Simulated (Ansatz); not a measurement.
**Nb: equation of state**

How stiff is Nb, and at what volume does the pressure vanish? The cell is scaled evenly, atoms carried along, and solved with LAPW, PAW and all-electron datasets made for the crystal.

This is Nb in the fcc structure; at room conditions it is bcc.

Program: Ansatz 0.2.0. Level of theory: DFT PBE, scalar-relativistic. These are calculated values, not measurements.

## 1. The structure to begin with

The structure is cubic, space group Fm-3m (No. 225). Conventional cell: a = 4.230 Å, b = 4.230 Å, c = 4.230 Å, α = 90.00°, β = 90.00°, γ = 90.00°. Nb (site symmetry m-3m) has 12 Nb at 2.99 Å as nearest neighbours.

Coordinates:

```cif
data_structure
_symmetry_space_group_name_H-M 'Fm-3m'
_symmetry_Int_Tables_number 225
_cell_length_a 4.2300
_cell_length_b 4.2300
_cell_length_c 4.2300
_cell_angle_alpha 90.000
_cell_angle_beta 90.000
_cell_angle_gamma 90.000
_cell_volume 75.69
loop_
_atom_site_label
_atom_site_type_symbol
_atom_site_symmetry_multiplicity
_atom_site_Wyckoff_symbol
_atom_site_fract_x
_atom_site_fract_y
_atom_site_fract_z
_atom_site_occupancy
Nb1 Nb 4 a 0.00000 0.00000 0.00000 1
```

The file gives the conventional cell by its symmetry; the runs use the cell typed in the input.

The cell is a deposited one (Crystallography Open Database entry 1534903); the temperature and pressure of the measurement aren't taken into account, and nothing was relaxed.

## 2. Volume × 0.95, LAPW

Contents of input.yaml:

```yaml
crystal:
  lattice:
    - [0.0, 2.0791456158, 2.0791456158]
    - [2.0791456158, 0.0, 2.0791456158]
    - [2.0791456158, 2.0791456158, 0.0]
  atoms:
    - { symbol: Nb, position: [0.0, 0.0, 0.0] }
kpoints:
  mp_grid: { grid: [13, 13, 13] }
scf:
  occupations: { method: fermi_dirac, width: 0.08 }
hamiltonian:
  xc: pbe
  pseudopotentials: { kind: all_electron, lapw: { basis_error: 0.00025 } }
output:
  forces: true
  stress: true
  eigenvalues: true
```

The run is started by

```console
ansatz run input.yaml --threads 1 --pin off --max-ram 2048MiB --backend cpu --events-out ev --progress --plain --runs-dir out
```

## 3. Volume × 0.95, PAW

Edit input.yaml of step 2 so:

```diff
@@ -13,3 +13,3 @@
   xc: pbe
-  pseudopotentials: { kind: all_electron, lapw: { basis_error: 0.00025 } }
+  pseudopotentials: { kind: paw }
 output:
@@ -18 +18,6 @@
   eigenvalues: true
+  efg: { contact_densities: true }
+  write_density: true
+  write_potential: true
+  elf: true
+  volumetric_format: npy
```

## 4. Volume × 0.95, crystal datasets

Edit input.yaml of step 3 so:

```diff
@@ -13,3 +13,3 @@
   xc: pbe
-  pseudopotentials: { kind: paw }
+  pseudopotentials: { kind: all_electron, datasets: crystal }
 output:
@@ -19,5 +19 @@
   efg: { contact_densities: true }
-  write_density: true
-  write_potential: true
-  elf: true
-  volumetric_format: npy
```

## 5. Volume × 0.975, LAPW

Contents of input.yaml:

```yaml
crystal:
  lattice:
    - [0.0, 2.0972260504, 2.0972260504]
    - [2.0972260504, 0.0, 2.0972260504]
    - [2.0972260504, 2.0972260504, 0.0]
  atoms:
    - { symbol: Nb, position: [0.0, 0.0, 0.0] }
kpoints:
  mp_grid: { grid: [13, 13, 13] }
scf:
  occupations: { method: fermi_dirac, width: 0.08 }
hamiltonian:
  xc: pbe
  pseudopotentials: { kind: all_electron, lapw: { basis_error: 0.00025 } }
output:
  forces: true
  stress: true
  eigenvalues: true
```

## 6. Volume × 0.975, PAW

Edit input.yaml of step 5 so:

```diff
@@ -13,3 +13,3 @@
   xc: pbe
-  pseudopotentials: { kind: all_electron, lapw: { basis_error: 0.00025 } }
+  pseudopotentials: { kind: paw }
 output:
@@ -18 +18,2 @@
   eigenvalues: true
+  efg: { contact_densities: true }
```

## 7. Volume × 1.025, LAPW

Contents of input.yaml:

```yaml
crystal:
  lattice:
    - [0.0, 2.1324801315, 2.1324801315]
    - [2.1324801315, 0.0, 2.1324801315]
    - [2.1324801315, 2.1324801315, 0.0]
  atoms:
    - { symbol: Nb, position: [0.0, 0.0, 0.0] }
kpoints:
  mp_grid: { grid: [13, 13, 13] }
scf:
  occupations: { method: fermi_dirac, width: 0.08 }
hamiltonian:
  xc: pbe
  pseudopotentials: { kind: all_electron, lapw: { basis_error: 0.00025 } }
output:
  forces: true
  stress: true
  eigenvalues: true
```

## 8. Volume × 1.025, PAW

Edit input.yaml of step 7 so:

```diff
@@ -13,3 +13,3 @@
   xc: pbe
-  pseudopotentials: { kind: all_electron, lapw: { basis_error: 0.00025 } }
+  pseudopotentials: { kind: paw }
 output:
@@ -18 +18,6 @@
   eigenvalues: true
+  efg: { contact_densities: true }
+  write_density: true
+  write_potential: true
+  elf: true
+  volumetric_format: npy
```

## 9. Volume × 1.05, LAPW

Contents of input.yaml:

```yaml
crystal:
  lattice:
    - [0.0, 2.1496782947, 2.1496782947]
    - [2.1496782947, 0.0, 2.1496782947]
    - [2.1496782947, 2.1496782947, 0.0]
  atoms:
    - { symbol: Nb, position: [0.0, 0.0, 0.0] }
kpoints:
  mp_grid: { grid: [13, 13, 13] }
scf:
  occupations: { method: fermi_dirac, width: 0.08 }
hamiltonian:
  xc: pbe
  pseudopotentials: { kind: all_electron, lapw: { basis_error: 0.00025 } }
output:
  forces: true
  stress: true
  eigenvalues: true
```

## 10. Volume × 1.05, PAW

Edit input.yaml of step 9 so:

```diff
@@ -13,3 +13,3 @@
   xc: pbe
-  pseudopotentials: { kind: all_electron, lapw: { basis_error: 0.00025 } }
+  pseudopotentials: { kind: paw }
 output:
@@ -18 +18,2 @@
   eigenvalues: true
+  efg: { contact_densities: true }
```

## 11. Volume × 1.05, crystal datasets

Edit input.yaml of step 10 so:

```diff
@@ -13,3 +13,3 @@
   xc: pbe
-  pseudopotentials: { kind: paw }
+  pseudopotentials: { kind: all_electron, datasets: crystal }
 output:
```

(Steps that only read results are left out.)

Q: Predict the outcome of this session. Wanted: equilibrium volume; bulk modulus (for each run or level that gives them).

As calculated:

```
                      quantity           value
     equilibrium volume (LAPW)  18.793 Å³/atom
           bulk modulus (LAPW)         165 GPa
its pressure derivative (LAPW)             3.7
      equilibrium volume (PAW)  18.794 Å³/atom
            bulk modulus (PAW)         165 GPa
 its pressure derivative (PAW)             3.7
```

By LAPW, the pressure vanishes at 18.79 Å³/atom (-0.7 % from the starting cell) and the bulk modulus there is 165 GPa (Birch-Murnaghan, third order). PAW's volume lies less than 0.01 % and its modulus less than 0.1 % from LAPW's. No thermal or zero-point expansion is included.
